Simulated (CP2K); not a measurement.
Runs of CP2K 2026.2 on Sr. The structure is cubic, space group Fm-3m (No. 225). The conventional cell has a = 6.085 Å, b = 6.085 Å, c = 6.085 Å, α = 90.00°, β = 90.00°, γ = 90.00°. Sr (site symmetry m-3m) has 12 Sr at 4.30 Å as nearest neighbours. 

```tsv
task	level	potentials or basis	smearing	EPS_DEFAULT	NGRIDS	basis sets	potentials	points a segment of the path (NPOINTS)	gap on the mesh (eV)	pressure (GPa)
band structure	LDA	GTH_POTENTIALS Sr GTH-PADE-q10; TZVP-MOLOPT-PBE-GTH basis	fermi-dirac 0.0259 eV	1.0E-9	5	Sr TZVP-MOLOPT-PBE-GTH-q10	Sr GTH-PADE-q10 of GTH_POTENTIALS	10	none	-1.7
single point	PBE	POTENTIAL_UZH Sr GTH-PBE-q10; TZVP-MOLOPT-PBE-GTH basis	fermi-dirac 0.05 eV	1.0E-10	4	Sr TZVP-MOLOPT-PBE-GTH-q10	Sr GTH-PBE-q10 of POTENTIAL_UZH	-	none	-0.3
band structure	r2SCAN	POTENTIAL_UZH Sr GTH-SCAN-q10; TZVP-MOLOPT-SCAN-GTH basis	fermi-dirac 0.05 eV	1.0E-9	5	Sr TZVP-MOLOPT-SCAN-GTH-q10	Sr GTH-SCAN-q10 of POTENTIAL_UZH	6	none	0.1
band structure	PBE	POTENTIAL_UZH Sr GTH-PBE-q10; TZVP-MOLOPT-PBE-GTH basis	fermi-dirac 0.05 eV	1.0E-10	5	Sr TZVP-MOLOPT-PBE-GTH-q10	Sr GTH-PBE-q10 of POTENTIAL_UZH	10	none	-0.3
band structure	TB-mBJ	POTENTIAL_UZH Sr GTH-PBE-q10; TZVP-MOLOPT-PBE-GTH basis	fermi-dirac 0.05 eV	1.0E-9	5	Sr TZVP-MOLOPT-PBE-GTH-q10	Sr GTH-PBE-q10 of POTENTIAL_UZH	6	none	-
single point	PBEsol	POTENTIAL_UZH Sr GTH-PBE-q10; TZVP-MOLOPT-PBE-GTH basis	gaussian 0.05 eV	1.0E-10	4	Sr TZVP-MOLOPT-PBE-GTH-q10	Sr GTH-PBE-q10 of POTENTIAL_UZH	-	none	-0.9
band structure	PBE	POTENTIAL_UZH Sr GTH-PBE-q10; TZVP-MOLOPT-PBE-GTH basis	fermi-dirac 0.01 eV	1.0E-9	5	Sr TZVP-MOLOPT-PBE-GTH-q10	Sr GTH-PBE-q10 of POTENTIAL_UZH	8	none	(a)
band structure	PBEsol	POTENTIAL_UZH Sr GTH-PBE-q10; TZVP-MOLOPT-PBE-GTH basis	fermi-dirac 0.05 eV	1.0E-9	5	Sr TZVP-MOLOPT-PBE-GTH-q10	Sr GTH-PBE-q10 of POTENTIAL_UZH	10	none	-0.9
```

Alike in all rows: no spin polarisation; cell as given; k mesh 8 × 8 × 8.

Task: Fill in the values left out.

Result: (a) -0.4.

Caveats: the basis of atomic orbitals isn't converged, which shifts pressures, moduli and gaps; the potentials were made for another functional, which shifts forces and pressure (some runs); this is a model potential without an energy functional, so only levels have meaning (some runs).

A k mesh can miss the band edges, and the runs leave out spin-orbit coupling on Sr.

A gap of «none» marks a metal or a gap under the smearing width.

Not every run made on this cell is shown here.
